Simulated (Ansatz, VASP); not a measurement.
Two plane-wave programs on BN

```
B N
1.0
     2.52311    0.00000    0.00000
    -1.26155    2.18507    0.00000
     0.00000    0.00000    4.17527
B N
2 2
Direct
  0.33333 0.66667 0.99985
  0.66667 0.33333 0.49985
  0.33333 0.66667 0.37415
  0.66667 0.33333 0.87415
```

Measurements of this composition are mostly on another form, of space group No. 194.

Alike in both runs: task relaxation of cell and atoms; functional LDA; k mesh 12 × 12 × 6; occupations gaussian, width 0.02 eV; no spin polarisation.

|  | VASP | Ansatz |
| --- | --- | --- |
| version | VASP 6.6.1 | Ansatz 0.2.0 |
| potentials or method | VASP PAW LDA potentials, release 64 (B, N) | scalar-relativistic, plane waves, PAW |
| plane-wave cutoff (eV) | 600 | 420 |
| valence electrons in the cell | 16 | 16 |

```tsv
	VASP	Ansatz	Ansatz less VASP
gap on the k mesh at the Fermi level, each at its own relaxed structure (eV)	4.91	4.92	+0.017
relaxed volume (Å³/atom)	5.77	5.75	-0.014
relaxed cell length with the largest relative difference (Å)	2.525	2.523	-0.0020
```

Ansatz warned: «pseudo_functional_mismatch».

A k mesh can miss the band edges. Expect the measured gap to be larger: semilocal functionals such as LDA lack the derivative discontinuity.
